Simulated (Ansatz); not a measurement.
Zr, DFT, PBEsol, all-electron PAW with datasets made for the crystal, scalar-relativistic (Ansatz 0.2.0), run on 1 thread of Arm Neoverse V1 on a shared host.

The cell comes from COD entry 9008559, which wasn't checked; take it as a given geometry. The listed cell was then made from it by scaling, straining or moving an atom.

Command: `ansatz run input.yaml --threads 1 --pin off --max-ram 3072MiB --backend cpu --events-out ev --progress --plain --runs-dir out`

```yaml
crystal:
  lattice:
    - [-1.7730508568, 1.7730508568, 1.7730508568]
    - [1.7730508568, -1.7730508568, 1.7730508568]
    - [1.7730508568, 1.7730508568, -1.7730508568]
  atoms:
    - { symbol: Zr, position: [0.0, 0.0, 0.0] }
kpoints:
  mp_grid: { grid: [14, 14, 14] }
scf:
  occupations: { method: fermi_dirac, width: 0.08 }
hamiltonian:
  xc: pbesol
  pseudopotentials: { kind: all_electron, datasets: crystal }
output:
  forces: true
  stress: true
  eigenvalues: true
  efg: { contact_densities: true }
```

Task: How large is the problem that the program sets up?

Result: 104 irreducible k-points, 201 plane waves at Γ, 11 bands.

Task: About how long does it take, and how much memory does it use?

Result: 4.2 s of wall time for 6 SCF iterations, with a peak of 0.3 GiB. Times on shared machines scatter by tens of per cent.
